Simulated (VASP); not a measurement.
# BN (P6_3mc) in VASP: elastic constants with LDA

Aim: the elastic constants of BN with LDA.

All numbers are computed with VASP 6.6.1; they aren't measurements. Logs are shortened: lines on timing, memory, paths and dates and some standing lists are left out, and cuts for length are marked.

## Step 1: The structure

Symmetry: P6_3mc, No. 186, hexagonal system. Conventional cell: a = 2.525 Å, b = 2.525 Å, c = 4.177 Å, α = 90.00°, β = 90.00°, γ = 120.00°. Around B (site symmetry 3m) lie 4 N at 1.55 to 1.56 Å. N (site symmetry 3m) has 4 B at 1.55 to 1.56 Å as nearest neighbours.

The cell was built by a generator and needn't be a form met in nature.

## Step 2: Elastic constants, LDA

File POSCAR:

```
BN
1.0
    2.5246543582      0.0000000000      0.0000000000
   -1.2623271791      2.1864148100     -0.0000000000
    0.0000000000      0.0000000000      4.1773944983
  B               N
     2     2
Direct
     0.3333333332999970    0.6666666667000030    0.0000523459539933
     0.6666666667000030    0.3333333332999970    0.5000523459539934
     0.3333333332999970    0.6666666667000030    0.3744476540460043
     0.6666666667000030    0.3333333332999970    0.8744476540460042
```

File INCAR.step1:

```
SYSTEM = BN
  PREC = Accurate
  ENCUT = 600
  EDIFF = 1E-8
  ISMEAR = -1
  SIGMA = 0.05
  LREAL = .False.
  LASPH = .True.
  NELM = 80
  ALGO = Normal
  ISIF = 3
  LWAVE = .False.
  LCHARG = .False.
  KPAR = 4
  IBRION = 2
  NSW = 40
  EDIFFG = -0.002
```

File INCAR.step2:

```
SYSTEM = BN
  PREC = Accurate
  ENCUT = 600
  EDIFF = 1E-8
  ISMEAR = -1
  SIGMA = 0.05
  LREAL = .False.
  LASPH = .True.
  NELM = 80
  ALGO = Normal
  ISIF = 3
  LWAVE = .False.
  LCHARG = .False.
  KPAR = 4
  IBRION = 6
  NFREE = 2
  POTIM = 0.015
  NSW = 1
```

File KPOINTS:

```
regular mesh
0
Gamma
  12 12 8
  0 0 0
```

Potentials or basis: VASP PAW LDA potentials, release 64 (B, N).

On the command line:

```console
$ cat potpaw_LDA.64/B/POTCAR potpaw_LDA.64/N/POTCAR > POTCAR
$ cp INCAR.step1 INCAR
$ mpirun -np 4 vasp_std > vasp.out
$ cp CONTCAR POSCAR
$ cp INCAR.step2 INCAR
$ mpirun -np 4 vasp_std > vasp.out
```

OUTCAR:

```text
SYSTEM = BN
   PREC = Accurate
   ENCUT = 600
   EDIFF = 1E-8
   ISMEAR = -1
   LREAL = .False.
   LASPH = .True.
   NELM = 80
   ISIF = 3
   IBRION = 6
   NFREE = 2
   POTIM = 0.015
   NSW = 1

 ion  position               nearest neighbor table
   1  0.333  0.667  0.000-   4 1.55   4 1.55   4 1.55   3 1.56
   2  0.667  0.333  0.500-   3 1.55   3 1.55   3 1.55   4 1.56
   3  0.333  0.667  0.374-   2 1.55   2 1.55   2 1.55   1 1.56
   4  0.667  0.333  0.874-   1 1.55   1 1.55   1 1.55   2 1.56

  LATTYP: Found a hexagonal cell.
 ALAT       =     2.5246543582
 C/A-ratio  =     1.6546401628

  Lattice vectors:

 A1 = (   2.5246543582,   0.0000000000,   0.0000000000)
 A2 = (  -1.2623271791,   2.1864148100,   0.0000000000)
 A3 = (   0.0000000000,   0.0000000000,   4.1773944983)

Analysis of symmetry for initial positions (statically):
=====================================================================
 Subroutine PRICEL returns:
 Original cell was already a primitive cell.

 Routine SETGRP: Setting up the symmetry group for a
 hexagonal supercell.

 Subroutine GETGRP returns: Found 12 space group operations
 (whereof  6 operations were pure point group operations)
 out of a pool of 24 trial point group operations.

The static configuration has the point symmetry C_3v.
 The point group associated with its full space group is C_6v.

Analysis of symmetry for dynamics (positions and initial velocities):
=====================================================================
 Subroutine PRICEL returns:
 Original cell was already a primitive cell.

 Routine SETGRP: Setting up the symmetry group for a
 hexagonal supercell.

 Subroutine GETGRP returns: Found 12 space group operations
[... 721 lines left out ...]
      8       6.0594      2.00000
      9      14.7609      0.00000
     10      16.3330      0.00000
     11      18.5034      0.00000
     12      19.1989      0.00000

 [... further k-points ...]

------------------------ aborting loop because EDIFF is reached ----------------------------------------

  FORCE on cell =-STRESS in cart. coord.  units (eV):
  Direction    XX          YY          ZZ          XY          YZ          ZX
  --------------------------------------------------------------------------------------
  -------------------------------------------------------------------------------------
  Total       -0.0194362     -0.0194362      0.0407126      0.0000000      0.0000000     -0.0000000
  in kB       -1.3504630     -1.3504630      2.8287807      0.0000000      0.0000000     -0.0000000
  external PRESSURE =       0.0426182 kB  Pullay stress =       0.0000000 kB
[... 19 lines left out ...]
  FREE ENERGIE OF THE ION-ELECTRON SYSTEM (eV)
  ---------------------------------------------------
  free  energy   TOTEN  =       -38.7562441721 eV

  energy  without entropy=      -38.7562441721  energy(sigma->0) =      -38.75624417

 INTERNAL STRAIN TENSORS FROM STRAINED CELLS
 ============================================

 INTERNAL STRAIN TENSOR FOR ION    1 for displacements in x,y,z  (eV/Angst):
          X           Y           Z          XY          YZ          ZX
  --------------------------------------------------------------------------------
  x     0.00000    -0.00000     0.00000    -3.20931     0.00000    -3.19717
  y    -3.22569     3.24971    -0.00000     0.00001    -3.19149    -0.00003
  z    -1.86397    -1.87066     1.42855     0.00005    -0.00390    -0.00005

 INTERNAL STRAIN TENSORS FROM DISPLACED ATOMS
 ============================================

 INTERNAL STRAIN TENSOR FOR ION    1 for displacements in x,y,z  (eV/Angst):
          X           Y           Z          XY          YZ          ZX
  --------------------------------------------------------------------------------
  x     0.00000     0.00000     0.00000    -3.21405    -0.00000    -3.19531
  y    -3.21405     3.21405     0.00000     0.00000    -3.19531    -0.00000
  z    -1.85105    -1.85105     1.38553     0.00000     0.00000     0.00000

 INTERNAL STRAIN TENSOR FOR ION    4 for displacements in x,y,z  (eV/Angst):
          X           Y           Z          XY          YZ          ZX
  --------------------------------------------------------------------------------
  x     0.00000     0.00000     0.00000     5.35749     0.00000     3.19629
  y     5.35749    -5.35749     0.00000     0.00000     3.19629     0.00000
  z     1.84916     1.84916    -1.38226     0.00000     0.00000     0.00000

 Eigenvectors and eigenvalues of the dynamical matrix
 ----------------------------------------------------

   1 f  =   34.026371 THz   213.793991 2PiTHz 1134.997550 cm-1   140.721698 meV
             X         Y         Z           dx          dy          dz
     -0.000000  1.457610  0.000219    -0.000000    0.000000    0.627090
      1.262327  0.728805  2.088916    -0.000000    0.000000   -0.627090
     -0.000000  1.457610  1.564216     0.000000   -0.000000    0.326739
      1.262327  0.728805  3.652913     0.000000   -0.000000   -0.326739
[... 71 lines left out ...]
  12 f/i=    0.000352 THz     0.002211 2PiTHz    0.011740 cm-1     0.001456 meV
             X         Y         Z           dx          dy          dz
     -0.000000  1.457610  0.000219    -0.170721   -0.434405   -0.000000
      1.262327  0.728805  2.088916    -0.170721   -0.434405   -0.000000
     -0.000000  1.457610  1.564216    -0.194286   -0.494368   -0.000000
      1.262327  0.728805  3.652913    -0.194286   -0.494368   -0.000000

--------------------------------------------------------------------------------------------------------

 ELASTIC MODULI CONTR FROM IONIC RELAXATION (kBar)
 Direction    XX          YY          ZZ          XY          YZ          ZX
 --------------------------------------------------------------------------------
 XX        -166.8238    128.2619     14.4223     -0.0000      0.0000      0.0000
 YY         128.2619   -166.8238     14.4223      0.0000     -0.0000     -0.0000
 ZZ          14.4223     14.4223    -10.7880     -0.0000     -0.0000     -0.0000
 XY          -0.0000      0.0000     -0.0000   -147.5429      0.0000     -0.0000
 YZ           0.0000      0.0000     -0.0000      0.0000    -54.1105      0.0000
 ZX           0.0000     -0.0000     -0.0000      0.0000      0.0000    -54.1105
 --------------------------------------------------------------------------------

 TOTAL ELASTIC MODULI (kBar)
 Direction    XX          YY          ZZ          XY          YZ          ZX
 --------------------------------------------------------------------------------
 XX        9867.7286   1466.7848    640.6759     -0.0000      0.0000      0.0000
 YY        1466.7848   9867.7286    640.6759      0.0000     -0.0000     -0.0000
 ZZ         640.6759    640.6759  10933.8617     -0.0000     -0.0000     -0.0000
 XY          -0.0000      0.0000     -0.0000   4200.4719      0.0000     -0.0000
 YZ           0.0000      0.0000     -0.0000      0.0000   3444.1864      0.0000
 ZX           0.0000     -0.0000     -0.0000      0.0000      0.0000   3444.1864
 --------------------------------------------------------------------------------
```

OUTCAR.step1:

```text
SYSTEM = BN
   PREC = Accurate
   ENCUT = 600
   EDIFF = 1E-8
   ISMEAR = -1
   LREAL = .False.
   LASPH = .True.
   NELM = 80
[... 594 lines left out ...]
     -0.00000      1.45761      1.56422         0.000000     -0.000000     -0.000081
      1.26233      0.72880      3.65291         0.000000      0.000000     -0.000081
 -----------------------------------------------------------------------------------
    total drift:                               -0.000000      0.000000     -0.000087

  FREE ENERGIE OF THE ION-ELECTRON SYSTEM (eV)
  ---------------------------------------------------
  free  energy   TOTEN  =       -38.7606973530 eV

  energy  without entropy=      -38.7606973529  energy(sigma->0) =      -38.76069735

 reached required accuracy - stopping structural energy minimisation
```

Run time: 3.5 min. Hardware: 4 MPI ranks of Intel Xeon Platinum 8488C (Sapphire Rapids), shared host; peak memory 0.39 GiB.

What came out:

```
Voigt bulk modulus                                      : 402 GPa
Highest phonon frequency at Γ, LO-TO splitting left out : 1135 cm⁻¹
```

Phonon frequencies in cm⁻¹ (negative: imaginary):
```tsv
q point	frequencies
(0.000, 0.000, 0.000)	0 0 0 476 476 984 984 986 1049 1081 1081 1135
```

Elastic tensor in Voigt notation (GPa, in the Cartesian axes of the cell as first typed):
```
 987  147   64    0    0    0
 147  987   64    0    0    0
  64   64 1093    0    0    0
   0    0    0  344    0    0
   0    0    0    0  344    0
   0    0    0    0    0  420
```

Clamped-ion elastic tensor (GPa):
```
1003  134   63    0    0    0
 134 1003   63    0    0    0
  63   63 1094    0    0    0
   0    0    0  350    0    0
   0    0    0    0  350    0
   0    0    0    0    0  435
```
